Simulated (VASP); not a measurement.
# W (Fm-3m) in VASP: a series of runs

One crystal, W, is run at these levels: PBE; tasks: single point.

Program: VASP 6.6.1. These are calculated values, not measurements. Logs are shortened: lines on timing, memory, paths and dates and some standing lists are left out, and cuts for length are marked.

### Step 1. Starting point

It takes space group Fm-3m (No. 225, cubic). The conventional cell has a = 4.060 Å, b = 4.060 Å, c = 4.060 Å, α = 90.00°, β = 90.00°, γ = 90.00°. W (site symmetry m-3m) is surrounded by 12 W at 2.87 Å.

This isn't the form of W at room conditions, which is bcc.

### Step 2. Single point, PBE

INCAR

```
  ALGO = Normal
  EDIFF = 1E-7
  ENCUT = 520
  GGA = PE
  ISIF = 2
  ISMEAR = 0
  LASPH = T
  LCHARG = T
  LELF = T
  LREAL = F
  LVHAR = T
  LWAVE = F
  NBANDS = 13
  NELM = 60
  PREC = Accurate
  SIGMA = 0.1
```

KPOINTS

```
k-points
0
Gamma
  8 8 8
```

POSCAR

```
W
1.0
    0.0000000000      2.0300000000      2.0300000000
    2.0300000000      0.0000000000      2.0300000000
    2.0300000000      2.0300000000      0.0000000000
W
1
Direct
    0.0000000000      0.0000000000      0.0000000000
```

Potentials or basis: VASP PAW PBE potentials, release 64 (W_sv).

Launch:

```
cat potpaw_PBE.64/W_sv/POTCAR > POTCAR
mpirun -np 1 vasp_std > vasp.out
```

OUTCAR:

```text
EDIFF = 1E-7
   ENCUT = 520
   GGA = PE
   ISIF = 2
   ISMEAR = 0
   LASPH = T
   LREAL = F
   NELM = 60
   PREC = Accurate

 ion  position               nearest neighbor table
   1  0.000  0.000  0.000-

  LATTYP: Found a face centered cubic cell.
 ALAT       =     4.0600000000

  Lattice vectors:

 A1 = (   0.0000000000,   2.0300000000,   2.0300000000)
 A2 = (   2.0300000000,   0.0000000000,   2.0300000000)
 A3 = (   2.0300000000,   2.0300000000,   0.0000000000)

Analysis of symmetry for initial positions (statically):
=====================================================================
 Subroutine PRICEL returns:
 Original cell was already a primitive cell.

 Routine SETGRP: Setting up the symmetry group for a
 face centered cubic supercell.

 Subroutine GETGRP returns: Found 48 space group operations
 (whereof 48 operations were pure point group operations)
 out of a pool of 48 trial point group operations.

The static configuration has the point symmetry O_h .

Analysis of symmetry for dynamics (positions and initial velocities):
=====================================================================
 Subroutine PRICEL returns:
 Original cell was already a primitive cell.

 Routine SETGRP: Setting up the symmetry group for a
 face centered cubic supercell.

 Subroutine GETGRP returns: Found 48 space group operations
 (whereof 48 operations were pure point group operations)
 out of a pool of 48 trial point group operations.

The dynamic configuration has the point symmetry O_h .

 Subroutine INISYM returns: Found 48 space group operations
 (whereof 48 operations are pure point group operations),
 and found     1 'primitive' translations

----------------------------------------------------------------------------------------

                                     Primitive cell

  volume of cell :      16.7309

  direct lattice vectors                    reciprocal lattice vectors
     0.000000000  2.030000000  2.030000000    -0.246305419  0.246305419  0.246305419
     2.030000000  0.000000000  2.030000000     0.246305419 -0.246305419  0.246305419
     2.030000000  2.030000000  0.000000000     0.246305419  0.246305419 -0.246305419

  length of vectors
     2.870853532  2.870853532  2.870853532     0.426613499  0.426613499  0.426613499

  position of ions in fractional coordinates (direct lattice)
     0.000000000  0.000000000  0.000000000

  ion indices of the primitive-cell ions
   primitive index   ion index
                 1           1

----------------------------------------------------------------------------------------

 KPOINTS: k-points

Automatic generation of k-mesh.
 Grid dimensions read from file:
 generate k-points for:    8    8    8

 Generating k-lattice:

  Cartesian coordinates                     Fractional coordinates (reciprocal lattice)
    -0.030788177  0.030788177  0.030788177     0.125000000  0.000000000  0.000000000
     0.030788177 -0.030788177  0.030788177     0.000000000  0.125000000  0.000000000
     0.030788177  0.030788177 -0.030788177     0.000000000  0.000000000  0.125000000

  Length of vectors
     0.053326687  0.053326687  0.053326687

  Shift w.r.t. Gamma in fractional coordinates (k-lattice)
     0.000000000  0.000000000  0.000000000

 Subroutine IBZKPT returns following result:
 ===========================================

 Found     29 irreducible k-points:

 Following reciprocal coordinates:
            Coordinates               Weight
  0.000000  0.000000  0.000000      1.000000
  0.125000  0.000000  0.000000      8.000000
  0.250000  0.000000  0.000000      8.000000
  0.375000  0.000000  0.000000      8.000000
  0.500000  0.000000  0.000000      4.000000
  0.125000  0.125000  0.000000      6.000000
[... 16 lines left out ...]
  0.500000  0.250000  0.125000     48.000000
 -0.375000  0.250000  0.125000     24.000000
 [... further k-points ...]
   k-points           NKPTS =     29   k-points in BZ     NKDIM =     29   number of bands    NBANDS=     13
   number of dos      NEDOS =    301   number of ions     NIONS =      1
   total plane-waves  NPLWV =  13824
   dimension x,y,z NGX =    24 NGY =   24 NGZ =   24
   dimension x,y,z NGXF=    48 NGYF=   48 NGZF=   48
   ions per type =               1
   NGX,Y,Z   is equivalent  to a cutoff of  13.90, 13.90, 13.90 a.u.
   NGXF,Y,Z  is equivalent  to a cutoff of  27.80, 27.80, 27.80 a.u.
 SYSTEM =  unknown system
   PREC   = accura    normal or accurate (medium, high low for compatibility)
   ISTART =      0    job   : 0-new  1-cont  2-samecut
   ICHARG =      2    charge: 1-file 2-atom 10-const
   ISPIN  =      1    spin polarized calculation?
   LNONCOLLINEAR =      F non collinear calculations
   LSORBIT =      F    spin-orbit coupling
   LASPH  =      T    aspherical Exc in radial PAW
   ENCUT  =  520.0 eV  38.22 Ry    6.18 a.u.   5.34  5.34  5.34*2*pi/ulx,y,z
   NELM   =     60;   NELMIN=  2; NELMDL= -5     # of ELM steps
   EDIFF  = 0.1E-06   stopping-criterion for ELM
   LREAL  =      F    real-space projection
   EDIFFG = 0.1E-05   stopping-criterion for IOM
   NSW    =      0    number of steps for IOM
   IBRION =     -1    ionic relax: 0-MD 1-quasi-New 2-CG
   NFREE  =      0    steps in history (QN), initial steepest desc. (CG)
   ISIF   =      2    stress and relaxation
   ISYM   =      2    0-nonsym 1-usesym 2-fastsym
   POTIM  = 0.5000    time-step for ionic-motion
   TEBEG  =    0.0;   TEEND  =   0.0 temperature during run
   PSTRESS=    0.0 pullay stress
   NELECT =      14.0000    total number of electrons
   NUPDOWN=      -1.0000    fix difference up-down
   EMIN   =  10.00;   EMAX   =-10.00  energy-range for DOS
   EFERMI =   0.00;   METHOD = LEGACY
   ISMEAR =     0;   SIGMA  =   0.10  broadening in eV -4-tet -1-fermi 0-gaus
   EFERMI_NEDOS =   21; number of points for ismear=-14 and -15
   IALGO  =     38    algorithm
   IMIX   =      4    mixing-type and parameters
     AMIX     =   0.40;   BMIX     =  1.00
     AMIX_MAG =   1.60;   BMIX_MAG =  1.00
  volume/ion in A,a.u.               =      16.73       112.91
  Fermi-wavevector in a.u.,A,eV,Ry     =   1.542688  2.915258 32.380324  2.379887
  Thomas-Fermi vector in A             =   2.648457
   LORBIT       =      0    0 simple, 1 ext, 2 COOP (PROOUT), +10 PAW based schemes
   GGA     = PE    functional components
   LHFCALC =     F    Hartree Fock is set to
   AEXX    =    0.0000 exact exchange contribution
   IVDW    =     0    specifies the selected vdW correction
   LEPSILON=     F    determine dielectric tensor
   LRPA    =     F    only Hartree local field effects (RPA)
 non-spin polarized calculation
 Gauss-broadening in eV      SIGMA  =   0.10
  energy-cutoff  :      520.00
  volume of cell :       16.73
 maximum number of plane-waves:       464
 NGX is ok and might be reduce to    24
   NGX = 11   NGY = 11   NGZ = 11

 number of electron      14.0000002 magnetization

 Free energy of the ion-electron system (eV)
  ---------------------------------------------------
  ext. energy  EPLUGINS =         0.00000000
  ---------------------------------------------------
  free energy    TOTEN  =       -12.48400419 eV

  energy without entropy =      -12.47553836  energy(sigma->0) =      -12.47977127

 E-fermi :  10.1584     XC(G=0): -13.3313

 val. band max:       10.1583035021   @ k =   0.2500   0.1250   0.0000
 cond. band min:      10.2139896053   @ k =   0.1250   0.1250   0.0000
 fundamental gap:      0.0556861032
 Fermi energy:        10.1583612183

 k-point     1 :       0.0000    0.0000    0.0000
  band No.  band energies     occupation
      1     -63.5054      2.00000
      2     -27.1580      2.00000
      3     -27.1580      2.00000
      4     -27.1580      2.00000
      5       1.3355      2.00000
      6       9.6826      2.00000
      7       9.6826      2.00000
      8       9.6826      2.00000
      9      12.7215      0.00000
     10      12.7215      0.00000
     11      22.9845      0.00000
     12      28.1143      0.00000
     13      28.1143      0.00000

 k-point     2 :       0.1250    0.0000    0.0000
  band No.  band energies     occupation
      1     -63.4912      2.00000
      2     -27.3241      2.00000
      3     -27.1794      2.00000
      4     -27.1794      2.00000
      5       1.9844      2.00000
      6       9.2302      2.00000
      7       9.9563      1.99572
      8       9.9563      1.99572
      9      12.5055      0.00000
     10      12.5055      0.00000
     11      24.1867      0.00000
     12      26.0752      0.00000
     13      29.3315      0.00000

 k-point     3 :       0.2500    0.0000    0.0000
  band No.  band energies     occupation
      1     -63.4570      2.00000
      2     -27.7113      2.00000
      3     -27.2308      2.00000
      4     -27.2308      2.00000
      5       3.5194      2.00000
      6       8.6948      2.00000
      7      10.1112      1.49519
      8      10.1112      1.49519
      9      12.8112      0.00000
     10      12.8112      0.00000
     11      23.1926      0.00000
     12      26.7962      0.00000
     13      32.4803      0.00000

 k-point     4 :       0.3750    0.0000    0.0000
  band No.  band energies     occupation
      1     -63.4225      2.00000
      2     -28.0809      2.00000
      3     -27.2816      2.00000
      4     -27.2816      2.00000
      5       4.5727      2.00000
      6       9.5856      2.00000
      7       9.6921      2.00000
      8       9.6921      2.00000
      9      14.2353      0.00000
     10      14.2353      0.00000
     11      21.3453      0.00000
     12      24.3692      0.00000
     13      30.5464      0.00000

 k-point     5 :       0.5000    0.0000    0.0000
  band No.  band energies     occupation
      1     -63.4083      2.00000
      2     -28.2294      2.00000
      3     -27.3025      2.00000
      4     -27.3025      2.00000
      5       4.7232      2.00000
      6       9.4706      2.00000
      7       9.4706      2.00000
      8      10.8052      0.00000
      9      15.1234      0.00000
     10      15.1234      0.00000
     11      20.2192      0.00000
     12      22.6178      0.00000
     13      28.6784      0.00000
[... 257 lines left out ...]
 k-point    22 :       0.3750    0.2500    0.1250
  band No.  band energies     occupation
      1     -63.4314      2.00000
      2     -27.8022      2.00000
      3     -27.4314      2.00000
      4     -27.2980      2.00000
      5       4.8605      2.00000
      6       7.6867      2.00000
      7       9.3015      2.00000
      8      11.6964      0.00000
      9      11.8136      0.00000
     10      14.7646      0.00000
     11      24.7130      0.00000
     12      28.0254      0.00000
     13      28.0488      0.00000

 k-point    23 :       0.5000    0.2500    0.1250
  band No.  band energies     occupation
      1     -63.4037      2.00000
      2     -28.0002      2.00000
      3     -27.5504      2.00000
      4     -27.3598      2.00000
      5       6.0587      2.00000
      6       7.9332      2.00000
      7       8.5492      2.00000
      8      11.2311      0.00000
      9      13.6625      0.00000
     10      16.5453      0.00000
     11      21.7296      0.00000
     12      26.2207      0.00000
     13      26.5785      0.00000

 k-point    24 :      -0.3750    0.2500    0.1250
  band No.  band energies     occupation
      1     -63.3922      2.00000
      2     -28.0847      2.00000
      3     -27.5877      2.00000
      4     -27.3932      2.00000
      5       6.2746      2.00000
      6       7.7402      2.00000
      7       9.3189      2.00000
      8      10.9149      0.00000
      9      14.6273      0.00000
     10      17.8794      0.00000
     11      19.1647      0.00000
     12      25.7208      0.00000
     13      26.8551      0.00000

 [... further k-points ...]

------------------------ aborting loop because EDIFF is reached ----------------------------------------

  FORCE on cell =-STRESS in cart. coord.  units (eV):
  Direction    XX          YY          ZZ          XY          YZ          ZX
  --------------------------------------------------------------------------------------
  -------------------------------------------------------------------------------------
  Total       -0.4044944     -0.4044944     -0.4044944     -0.0000000     -0.0000000      0.0000000
  in kB      -38.7351302    -38.7351302    -38.7351302     -0.0000000     -0.0000000      0.0000000
  external PRESSURE =     -38.7351302 kB  Pullay stress =       0.0000000 kB

 VOLUME and BASIS-vectors are now :
 -----------------------------------------------------------------------------
  energy-cutoff  :      520.00
  volume of cell :       16.73
      direct lattice vectors                 reciprocal lattice vectors
     0.000000000  2.030000000  2.030000000    -0.246305419  0.246305419  0.246305419
     2.030000000  0.000000000  2.030000000     0.246305419 -0.246305419  0.246305419
     2.030000000  2.030000000  0.000000000     0.246305419  0.246305419 -0.246305419

 POSITION                                       TOTAL-FORCE (eV/Angst)
 -----------------------------------------------------------------------------------
      0.00000      0.00000      0.00000         0.000000      0.000000     -0.000000
 -----------------------------------------------------------------------------------
    total drift:                                0.000000     -0.000000     -0.000000

  FREE ENERGIE OF THE ION-ELECTRON SYSTEM (eV)
  ---------------------------------------------------
  free  energy   TOTEN  =       -12.4840041906 eV

  energy  without entropy=      -12.4755383560  energy(sigma->0) =      -12.47977127
```

Run time: 5.4 s. Hardware: 1 thread of Intel Xeon 6975P-C (Granite Rapids), shared host; peak memory 0.13 GiB.

Results:

- Free energy: -12.4840 eV
- Pressure: -3.9 GPa
- Band gap on the k mesh: none (metal or under the smearing width)

The run has no spin-orbit coupling, so splittings on W are missing.

(Part 1 of 2 ends here.)
